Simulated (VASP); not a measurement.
Wanted: the native input for a VASP 6.6.1 run.

```yaml
Task: relaxation of cell and atoms
Functional: PBEsol
Potentials_or_basis: VASP PAW PBE potentials, release 64 (Cd, O)
Cutoff: 600 eV
k_mesh: 12 × 12 × 12
Occupations: gaussian, width 0.03 eV
Spin: no spin polarisation
Further_INCAR_settings: ALGO = Normal; EDIFF = 1e-06; IBRION = 2; EDIFFG = -0.01; NSW = 90; ISIF = 3
```

The structure of CdO (Monteponite) lies in POSCAR:

```
CdO
1.0
    0.0000000000      2.3495000000      2.3495000000
    2.3495000000      0.0000000000      2.3495000000
    2.3495000000      2.3495000000      0.0000000000
Cd O
1 1
Direct
    0.0000000000      0.0000000000      0.0000000000
    0.5000000000      0.5000000000      0.5000000000
```

The input as run:

INCAR

```
SYSTEM = CdO
PREC = Accurate
ENCUT = 600
EDIFF = 1E-6
ISMEAR = 0
SIGMA = 0.03
LREAL = .False.
LASPH = .True.
NELM = 80
ALGO = Normal
ISIF = 3
LWAVE = .False.
LCHARG = .False.
GGA = PS
IBRION = 2
NSW = 90
EDIFFG = -0.01
KPAR = 4
```

KPOINTS

```
Automatic mesh
0
Gamma
  12 12 12
  0 0 0
```

Potentials or basis: VASP PAW PBE potentials, release 64 (Cd, O).

Run with:

```console
$ cat potpaw_PBE.64/Cd/POTCAR potpaw_PBE.64/O/POTCAR > POTCAR
$ mpirun -np 4 vasp_std > vasp.out
```

Results of the run:

```yaml
Relaxed_volume: 13.02 Å³/atom
Relaxed_cell: a = 3.327 Å, b = 3.327 Å, c = 3.327 Å, α = 60.00°, β = 60.00°, γ = 60.00°
Space_group_after_relaxing_to_0.05_Å: Fm-3m (No. 225)
Energy_gained_by_relaxing: 0.1 meV/atom
Ionic_steps: 3
Pressure_after_relaxing: 0.0 GPa
Band_gap_on_the_k_mesh: none (metal or under the smearing width)
```

Caveat: the PAW data sets were made with another functional, which shifts forces and pressure a little; this crystal is a semiconductor, whose small gap the functional closes, so the metal is an error of the method.

It took 8.5 s on 4 MPI ranks on AMD EPYC 9R45 96-Core Processor (Zen 5) (shared host), peak memory 0.16 GiB a rank.
